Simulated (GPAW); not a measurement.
Write an ASE script for GPAW 26.7.0 that does the following.

```yaml
Task: band structure
Functional: PBE
Potentials_or_basis: GPAW PAW data sets (gpaw-data 1.2.1)
Basis: fd
Grid_spacing: 0.16 Å
k_mesh: 10 × 10 × 10
Occupations: fermi-dirac, width 0.05 eV
Spin: no spin polarisation
Maxiter: 150
Band_path: GXWKGLUWLK,UX
Band_points: 100
```

The structure of BP lies in BP.cif:

```cif
data_BP
_cell_length_a 4.53800000
_cell_length_b 4.53800000
_cell_length_c 4.53800000
_cell_angle_alpha 90.00000000
_cell_angle_beta 90.00000000
_cell_angle_gamma 90.00000000
_space_group_name_H-M_alt 'F-43m'
_space_group_name_Hall 'F -4 2 3'
_space_group_IT_number 216
loop_
_space_group_symop_operation_xyz
'x,y,z'
'y,-x,-z'
'-x,-y,z'
'-y,x,-z'
'x,-y,-z'
'y,x,z'
'-x,y,-z'
'-y,-x,z'
'z,x,y'
'-z,y,-x'
'z,-x,-y'
'-z,-y,x'
'-z,x,-y'
'z,y,x'
'-z,-x,y'
'z,-y,-x'
'y,z,x'
'-x,-z,y'
'-y,z,-x'
'x,-z,-y'
'-y,-z,x'
'x,z,y'
'y,-z,-x'
'-x,z,-y'
'x,y+1/2,z+1/2'
'y,-x+1/2,-z+1/2'
'-x,-y+1/2,z+1/2'
'-y,x+1/2,-z+1/2'
'x,-y+1/2,-z+1/2'
'y,x+1/2,z+1/2'
'-x,y+1/2,-z+1/2'
'-y,-x+1/2,z+1/2'
'z,x+1/2,y+1/2'
'-z,y+1/2,-x+1/2'
'z,-x+1/2,-y+1/2'
'-z,-y+1/2,x+1/2'
'-z,x+1/2,-y+1/2'
'z,y+1/2,x+1/2'
'-z,-x+1/2,y+1/2'
'z,-y+1/2,-x+1/2'
'y,z+1/2,x+1/2'
'-x,-z+1/2,y+1/2'
'-y,z+1/2,-x+1/2'
'x,-z+1/2,-y+1/2'
'-y,-z+1/2,x+1/2'
'x,z+1/2,y+1/2'
'y,-z+1/2,-x+1/2'
'-x,z+1/2,-y+1/2'
'x+1/2,y,z+1/2'
'y+1/2,-x,-z+1/2'
'-x+1/2,-y,z+1/2'
'-y+1/2,x,-z+1/2'
'x+1/2,-y,-z+1/2'
'y+1/2,x,z+1/2'
'-x+1/2,y,-z+1/2'
'-y+1/2,-x,z+1/2'
'z+1/2,x,y+1/2'
'-z+1/2,y,-x+1/2'
'z+1/2,-x,-y+1/2'
'-z+1/2,-y,x+1/2'
'-z+1/2,x,-y+1/2'
'z+1/2,y,x+1/2'
'-z+1/2,-x,y+1/2'
'z+1/2,-y,-x+1/2'
'y+1/2,z,x+1/2'
'-x+1/2,-z,y+1/2'
'-y+1/2,z,-x+1/2'
'x+1/2,-z,-y+1/2'
'-y+1/2,-z,x+1/2'
'x+1/2,z,y+1/2'
'y+1/2,-z,-x+1/2'
'-x+1/2,z,-y+1/2'
'x+1/2,y+1/2,z'
'y+1/2,-x+1/2,-z'
'-x+1/2,-y+1/2,z'
'-y+1/2,x+1/2,-z'
'x+1/2,-y+1/2,-z'
'y+1/2,x+1/2,z'
'-x+1/2,y+1/2,-z'
'-y+1/2,-x+1/2,z'
'z+1/2,x+1/2,y'
'-z+1/2,y+1/2,-x'
'z+1/2,-x+1/2,-y'
'-z+1/2,-y+1/2,x'
'-z+1/2,x+1/2,-y'
'z+1/2,y+1/2,x'
'-z+1/2,-x+1/2,y'
'z+1/2,-y+1/2,-x'
'y+1/2,z+1/2,x'
'-x+1/2,-z+1/2,y'
'-y+1/2,z+1/2,-x'
'x+1/2,-z+1/2,-y'
'-y+1/2,-z+1/2,x'
'x+1/2,z+1/2,y'
'y+1/2,-z+1/2,-x'
'-x+1/2,z+1/2,-y'
loop_
_atom_site_label
_atom_site_type_symbol
_atom_site_symmetry_multiplicity
_atom_site_Wyckoff_symbol
_atom_site_fract_x
_atom_site_fract_y
_atom_site_fract_z
_atom_site_occupancy
P1 P 4 c 0.2500000000 0.2500000000 0.2500000000 1
B1 B 4 a 0.0000000000 0.0000000000 0.0000000000 1
```

These files were run (other wordings do the same):

run.py

```python
import spglib
from ase import Atoms
from ase.dft.bandgap import bandgap
from ase.io import read, write
from gpaw import GPAW

atoms = read('BP.cif')
cell, positions, numbers = spglib.find_primitive(
    (atoms.cell[:], atoms.get_scaled_positions(), atoms.numbers), symprec=1e-4)
atoms = Atoms(numbers, cell=cell, scaled_positions=positions, pbc=True)

calc = GPAW(mode='fd',
            h=0.16,
            xc='PBE',
            kpts={'size': (10, 10, 10), 'gamma': True},
            occupations={'name': 'fermi-dirac', 'width': 0.05},
            nbands=11,
            convergence={'density': 1e-05, 'energy': 1e-05},
            maxiter=150,
            txt='gpaw.txt')
atoms.calc = calc
energy = atoms.get_potential_energy()
forces = atoms.get_forces()
calc.write('gs.gpw')
write('result.traj', atoms)
print(f'Energy: {energy:.6f} eV')
print('Forces (eV/A):')
print(forces.round(4))
print('Fermi level:', round(calc.get_fermi_level(), 4), 'eV')
print(f'Gap: {bandgap(calc)[0]:.4f} eV, direct: {bandgap(calc, direct=True)[0]:.4f} eV')

path = atoms.cell.bandpath('GXWKGLUWLK,UX', npoints=100, eps=1e-4)
bs_calc = calc.fixed_density(kpts=path, symmetry='off', nbands=19,
                             convergence={'bands': 'CBM+6.0', 'eigenstates': 1e-6}, txt='bands.txt')
bs = bs_calc.band_structure()
bs.write('bs.json')
print(f'Gap on the path: {bandgap(bs_calc)[0]:.4f} eV')
```

Potentials or basis: GPAW PAW data sets (gpaw-data 1.2.1), fd.

Run with:

```console
$ OMP_NUM_THREADS=1 python run.py
```

Results of the run:

* Band gap on the k mesh: 1.24 eV, indirect (least direct gap 3.41 eV)
* Band gap along the path: 1.24 eV, indirect (least direct gap 3.41 eV)

Caveat: the real-space grid adds noise to forces.

It took 56 s on 1 thread of Intel(R) Xeon(R) Platinum 8488C (Sapphire Rapids), with other jobs on the host, peak memory 0.38 GiB.
